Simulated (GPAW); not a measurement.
TiB2:

```
CELL_PARAMETERS angstrom
3.02920 0.00000 0.00000
-1.51460 2.62336 0.00000
0.00000 0.00000 3.22840
ATOMIC_POSITIONS crystal
Ti 0.00000 0.00000 0.00000
B 0.66667 0.33333 0.50000
B 0.33333 0.66667 0.50000
```

| Property | Result |
| --- | --- |
| Program | GPAW 26.7.0 |
| Task | relaxation of cell and atoms |
| Functional | PBEsol |
| Dispersion | D4 |
| Potentials or basis | PAW data sets generated in the run's folder for this functional |
| Cutoff | 800 eV |
| Basis | pw |
| k mesh | 7 × 7 × 6 |
| Occupations | fermi-dirac, width 0.05 eV |
| Spin | no spin polarisation |

At the start: pressure -8.9 GPa; volume 8.55 Å³/atom.

Task: How do energy, volume and symmetry change on relaxing?

Result: Over 6 steps the energy falls by 9.0 meV/atom and the volume is 8.25 Å³/atom (-3.5 %); space group P6/mmm (No. 191, to 0.05 Å).

The path:
| step | energy change (eV) | largest force (eV/Å) | pressure (GPa) | volume (Å³) |
| --- | --- | --- | --- | --- |
| 1 | 0.0000 | 0.0000 | -8.88 | 25.66 |
| 2 | -0.0087 | 0.0000 | -7.27 | 25.48 |
| 3 | -0.0254 | 0.0000 | 0.70 | 24.70 |
| 4 | -0.0259 | 0.0000 | 0.42 | 24.72 |
| 5 | -0.0271 | 0.0000 | -0.28 | 24.76 |
| 6 | -0.0271 | 0.0000 | -0.10 | 24.74 |

Final structure:
```
CELL_PARAMETERS angstrom
3.00782 0.00000 0.00000
-1.50391 2.60485 0.00000
0.00000 0.00000 3.15823
ATOMIC_POSITIONS crystal
Ti 0.00000 0.00000 0.00000
B 0.66667 0.33333 0.50000
B 0.33333 0.66667 0.50000
```

Caveat: later steps reuse the first step's grids; pairwise dispersion overbinds metals, which lowers pressure and volume.
